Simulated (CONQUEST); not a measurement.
**AlN under changes of volume**

One of the cells (10.451 Å³/atom); the others are scaled copies at fixed shape and fractional positions:

```
Al N
1.0
     3.11300    0.00000    0.00000
     0.00000    4.98100    0.00000
     0.00000    0.00000    5.39187
Al N
4 4
Direct
  0.00000 0.50000 0.33333
  0.50000 0.50000 0.83333
  0.00000 0.00000 0.66667
  0.50000 0.00000 0.16667
  0.00000 0.88000 0.33333
  0.50000 0.88000 0.83333
  0.00000 0.38000 0.66667
  0.50000 0.38000 0.16667
```

```yaml
Program: CONQUEST 1.3
Functional: PBEsol
Potentials_or_basis: PseudoDojo NC PBEsol, DZP, grid of 36 × 60 × 60 points
k_mesh: 9 × 6 × 5
Occupations: fermi-dirac, width 0.05 eV
Spin: no spin polarisation
```

```tsv
volume (Å³/atom)	energy over the lowest point (meV/atom)	pressure (GPa)	gap on the mesh (eV)	largest force (eV/Å)
9.824	39.66	17.6	4.89	0.194
10.033	20.52	11.8	4.72	0.184
10.242	8.09	7.2	4.52	0.169
10.451	1.44	3.0	4.33	0.153
10.660	0.00	-0.9	4.15	0.147
10.869	3.54	-4.6	3.97	0.123
11.078	?	?	?	?
```

**Question.** What does the run at 11.078 Å³/atom give?

**Answer.** Energy over the lowest point 11.95 meV/atom; pressure -8.1 GPa; gap on the mesh 3.80 eV; largest force 0.121 eV/Å.

Worked out: A Birch-Murnaghan fit of order 3 (a polynomial in V^(-2/3)) to the other rows has its minimum at 10.61 Å³/atom with B0 = V·E''(V) = 191 GPa and B' = 4.2 at fixed shape and positions, which overstates the stiffness. It gives 11.29 meV/atom at 11.078 Å³/atom, against the run's 11.95, and -dE/dV = -7.5 GPa, against -8.1. A straight line through the other rows of the gap, of slope -9.19 eV per unit of ln V, extrapolates to 3.80 eV, against the run's 3.80.

Energies are extrapolated to zero smearing.

Caveats: an odd mesh through Γ misses points on the zone boundary, where band edges often lie; the basis of atomic orbitals isn't converged, which shifts pressures, moduli and gaps.
